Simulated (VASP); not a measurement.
# W2C3 (P6_3/mmc) in VASP: a series of runs, part 3 of 3

VASP 6.6.1. Earlier steps stand in the parts before.

### 4 Single point, PBE

This run uses another cell than the first one, of 10.34 Å³/atom, 1.084 times its volume.

Input file INCAR:

```
SYSTEM = W2C3
ALGO     = Fast           ! electronic algorithm
EDIFF    = 1E-5           ! SCF threshold, eV
ENCUT    = 520            ! plane-wave cutoff, eV
GGA      = PE             ! functional
ISIF     = 2              ! what is computed and relaxed
ISMEAR   = 0              ! smearing method
LASPH    = .TRUE.         ! aspherical terms in the spheres
LCHARG   = .FALSE.        ! write CHGCAR
LREAL    = Auto         
LWAVE    = .FALSE.        ! write WAVECAR
NBANDS   = 51             ! bands
NELM     = 80             ! most SCF steps
PREC     = Normal         ! precision mode
SIGMA    = 0.15           ! smearing width, eV
```

Input file KPOINTS:

```
k-points
0
G
  8 4 4
  0 0 0
```

Input file POSCAR:

```
W2C3
1.0
    2.9415000000      0.0000000000      0.0000000000
    0.0000000000      5.8830000000      0.0000000000
    0.0000000000      0.0000000000      5.9726800000
W C
4 6
Direct
    0.5000000000      0.0000000000      0.7517770000
    0.5000000000      0.5000000000      0.7517770000
    0.0000000000      0.2500000000      0.2482230000
    0.0000000000      0.7500000000      0.2482230000
    0.0000000000      0.0000000000      0.5000000000
    0.0000000000      0.5000000000      0.5000000000
    0.5000000000      0.0000000000      0.1290220000
    0.5000000000      0.5000000000      0.1290220000
    0.0000000000      0.2500000000      0.8709780000
    0.0000000000      0.7500000000      0.8709780000
```

Potentials or basis: VASP PAW PBE potentials, release 64 (W_sv, C).

On the command line:

```sh
$ cat potpaw_PBE.64/W_sv/POTCAR potpaw_PBE.64/C/POTCAR > POTCAR
$ mpirun -np 1 vasp_std > vasp.out
```

OUTCAR:

```text
SYSTEM = W2C3
   EDIFF = 1E-5
   ENCUT = 520
   GGA = PE
   ISIF = 2
   ISMEAR = 0
   LASPH = .TRUE.
   LREAL = Auto
   NELM = 80
   PREC = Normal

 ion  position               nearest neighbor table
   1  0.500  0.000  0.752-   5 2.10   5 2.10  10 2.20   9 2.20   9 2.20  10 2.20   7 2.25   2 2.94
                             2 2.94
   2  0.500  0.500  0.752-   6 2.10   6 2.10  10 2.20   9 2.20   9 2.20  10 2.20   8 2.25   1 2.94
                             1 2.94
   3  0.000  0.250  0.248-   5 2.10   6 2.10   7 2.20   8 2.20   7 2.20   8 2.20   9 2.25   4 2.94
                             4 2.94
   4  0.000  0.750  0.248-   5 2.10   6 2.10   7 2.20   8 2.20   7 2.20   8 2.20  10 2.25   3 2.94
                             3 2.94
   5  0.000  0.000  0.500-   1 2.10   3 2.10   4 2.10   1 2.10
   6  0.000  0.500  0.500-   2 2.10   3 2.10   4 2.10   2 2.10
   7  0.500  0.000  0.129-   3 2.20   4 2.20   3 2.20   4 2.20   1 2.25
   8  0.500  0.500  0.129-   3 2.20   4 2.20   3 2.20   4 2.20   2 2.25
   9  0.000  0.250  0.871-   1 2.20   2 2.20   1 2.20   2 2.20   3 2.25
  10  0.000  0.750  0.871-   1 2.20   2 2.20   1 2.20   2 2.20   4 2.25

  LATTYP: Found a simple orthorhombic cell.
 ALAT       =     2.9415000000
 B/A-ratio  =     2.0000000000
 C/A-ratio  =     2.0304878463

  Lattice vectors:

 A1 = (   2.9415000000,   0.0000000000,   0.0000000000)
 A2 = (   0.0000000000,   5.8830000000,   0.0000000000)
 A3 = (   0.0000000000,   0.0000000000,   5.9726800000)

Analysis of symmetry for initial positions (statically):
=====================================================================
 Subroutine PRICEL returns following result:

  LATTYP: Found a simple tetragonal cell.
 ALAT       =     2.9415000000
 C/A-ratio  =     2.0304878463

  Lattice vectors:

 A1 = (   2.9415000000,   0.0000000000,   0.0000000000)
 A2 = (   0.0000000000,   2.9415000000,   0.0000000000)
 A3 = (   0.0000000000,   0.0000000000,   5.9726800000)

[... 167 lines left out ...]
   AEXX    =    0.0000 exact exchange contribution
   IVDW    =     0    specifies the selected vdW correction
   LEPSILON=     F    determine dielectric tensor
   LRPA    =     F    only Hartree local field effects (RPA)
 non-spin polarized calculation
 RMM-DIIS sequential band-by-band and
 Gauss-broadening in eV      SIGMA  =   0.15
  energy-cutoff  :      520.00
  volume of cell :      103.36
 maximum number of plane-waves:      2812
   NGX = 11   NGY = 21   NGZ = 23

 number of electron      80.0000003 magnetization

 Free energy of the ion-electron system (eV)
  ---------------------------------------------------
  ext. energy  EPLUGINS =         0.00000000
  ---------------------------------------------------
  free energy    TOTEN  =      -100.32537285 eV

  energy without entropy =     -100.30069647  energy(sigma->0) =     -100.31303466

 E-fermi :   9.5325     XC(G=0): -13.2039

 val. band max:        9.4470194752   @ k =   0.5000   0.5000   0.5000
 cond. band min:       9.6054654531   @ k =   0.5000   0.0000   0.5000
 fundamental gap:      0.1584459779
 Fermi energy:         9.5325357383

 k-point     1 :       0.0000    0.0000    0.0000
  band No.  band energies     occupation
      1     -64.6443      2.00000
      2     -64.6396      2.00000
      3     -64.6171      2.00000
      4     -64.6165      2.00000
      5     -29.2229      2.00000
      6     -29.1550      2.00000
[... 1285 lines left out ...]
     50      14.8773      0.00000
     51      15.4920      0.00000

 [... further k-points ...]

------------------------ aborting loop because EDIFF is reached ----------------------------------------

  FORCE on cell =-STRESS in cart. coord.  units (eV):
  Direction    XX          YY          ZZ          XY          YZ          ZX
  --------------------------------------------------------------------------------------
  -------------------------------------------------------------------------------------
  Total       -0.0342101      0.1592134     -0.0874699      0.0000000      0.0000000      0.0000000
  in kB       -0.5303080      2.4680461     -1.3559142      0.0000000      0.0000000      0.0000000
  external PRESSURE =       0.1939413 kB  Pullay stress =       0.0000000 kB

 VOLUME and BASIS-vectors are now :
 -----------------------------------------------------------------------------
  energy-cutoff  :      520.00
  volume of cell :      103.36
      direct lattice vectors                 reciprocal lattice vectors
     2.941500000  0.000000000  0.000000000     0.339962604  0.000000000  0.000000000
     0.000000000  5.883000000  0.000000000     0.000000000  0.169981302  0.000000000
     0.000000000  0.000000000  5.972680000     0.000000000  0.000000000  0.167429027

 POSITION                                       TOTAL-FORCE (eV/Angst)
 -----------------------------------------------------------------------------------
      1.47075      0.00000      4.49012         0.000000     -0.000000      0.129554
      1.47075      2.94150      4.49012         0.000000     -0.000000      0.129554
      0.00000      1.47075      1.48256         0.000000      0.000000     -0.130242
      0.00000      4.41225      1.48256         0.000000      0.000000     -0.130242
      0.00000      0.00000      2.98634        -0.000000     -0.000000     -0.000489
      0.00000      2.94150      2.98634        -0.000000     -0.000000     -0.000489
      1.47075      0.00000      0.77061        -0.000000     -0.000000      0.065162
      1.47075      2.94150      0.77061        -0.000000     -0.000000      0.065162
      0.00000      1.47075      5.20207        -0.000000     -0.000000     -0.063985
      0.00000      4.41225      5.20207        -0.000000     -0.000000     -0.063985
 -----------------------------------------------------------------------------------
    total drift:                                0.000000      0.000000     -0.006333

  FREE ENERGIE OF THE ION-ELECTRON SYSTEM (eV)
  ---------------------------------------------------
  free  energy   TOTEN  =      -100.3253728507 eV

  energy  without entropy=     -100.3006964683  energy(sigma->0) =     -100.31303466
```

Run time: 1.9 min. Hardware: 1 thread of Intel Xeon Platinum 8488C (Sapphire Rapids), shared host; peak memory 0.25 GiB.

Results:

| Quantity | Value |
| --- | --- |
| Free energy | -100.3254 eV |
| Pressure | 0.0 GPa |
| Largest force | 0.130 eV/Å |
| Band gap on the k mesh | none (metal or under the smearing width) |

Forces in eV/Å, atoms in the order of the input:
```
W    0.000  0.000  0.130
W    0.000  0.000  0.130
W    0.000  0.000 -0.130
W    0.000  0.000 -0.130
C    0.000  0.000  0.000
C    0.000  0.000  0.000
C    0.000  0.000  0.065
C    0.000  0.000  0.065
C    0.000  0.000 -0.064
C    0.000  0.000 -0.064
```

Levels at points of the mesh, in eV from the Fermi level:
| k point | band 37 | band 38 | band 39 | band 40 | band 41 | band 42 | band 43 | band 44 |
| --- | --- | --- | --- | --- | --- | --- | --- | --- |
| (0.00, 0.00, 0.00) | -0.91 | -0.68 | -0.68 | 0.73 | 0.73 | 1.45 | 2.05 | 2.18 |
| (0.50, 0.00, 0.00) | -2.07 | -1.47 | -1.43 | -0.91 | -0.44 | 1.45 | 2.30 | 2.63 |
| (0.00, 0.50, 0.00) | -1.44 | -1.44 | -0.69 | -0.69 | 1.27 | 1.27 | 1.70 | 1.70 |
| (0.50, 0.50, 0.00) | -1.80 | -1.80 | -0.89 | -0.89 | -0.37 | -0.37 | 1.74 | 1.74 |
| (0.00, 0.00, 0.50) | -0.79 | -0.79 | 0.88 | 1.09 | 1.21 | 1.29 | 1.29 | 1.67 |
| (0.50, 0.00, 0.50) | -0.79 | -0.79 | -0.17 | 0.07 | 0.07 | 0.88 | 1.67 | 2.60 |
| (0.00, 0.50, 0.50) | -1.28 | -1.28 | 0.60 | 0.60 | 1.15 | 1.15 | 1.35 | 1.35 |
| (0.50, 0.50, 0.50) | -1.15 | -1.15 | -0.09 | -0.09 | 0.39 | 0.39 | 1.42 | 1.42 |

### 5 Summary

| cell | k mesh | gap on the mesh (eV) | pressure (GPa) | largest force (eV/Å) |
| --- | --- | --- | --- | --- |
| P6_3/mmc, 9.53 Å³/atom | 9 × 9 × 2 | none | 0.5 | 0.11 |
| Cmmm, 10.71 Å³/atom | 5 × 5 × 4 | none | 0.2 | 0.01 |
| P-4m2, 10.34 Å³/atom | 8 × 4 × 4 | none | 0.0 | 0.13 |

Alike in all rows: task single point; level PBE; potentials or basis VASP PAW PBE potentials, release 64 (W_sv, C); no spin polarisation; cutoff (eV) 520; smearing gaussian 0.15 eV.

Every run on the cell as given and a fine mesh finds a metal.

Absolute energies hang on the potentials; compare differences alone.
